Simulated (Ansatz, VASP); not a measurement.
KF: VASP beside Ansatz

```xyz
2
Lattice="0.0000 2.5398 2.5398 2.5398 0.0000 2.5398 2.5398 2.5398 0.0000" Properties=species:S:1:pos:R:3 pbc="T T T"
K     0.0000    0.0000    0.0000
F     2.5398    2.5398    2.5398
```

Change from the starting cell: strain -0.050 along x and y, -0.050 along z, atoms carried along.

Alike in both runs: task single point; functional LDA; k mesh 8 × 8 × 8; occupations gaussian, width 0.05 eV; no spin polarisation.

|  | VASP | Ansatz |
| --- | --- | --- |
| version | VASP 6.6.1 | Ansatz 0.2.0 |
| potentials or method | VASP PAW LDA potentials, release 64 (K_sv, F) | scalar-relativistic, plane waves, PAW |
| plane-wave cutoff (eV) | 520 | 420 |
| valence electrons in the cell | 16 | 16 |

Ansatz gave:

```
gap on the k mesh at the Fermi level (eV) : 6.66
least direct gap on the mesh (eV)         : 6.66
pressure (GPa)                            : 2.4
```

**Question.** Estimate VASP's values.

**Answer.** gap on the k mesh at the Fermi level (eV): 6.63; least direct gap on the mesh (eV): 6.63; pressure (GPa): 2.7.
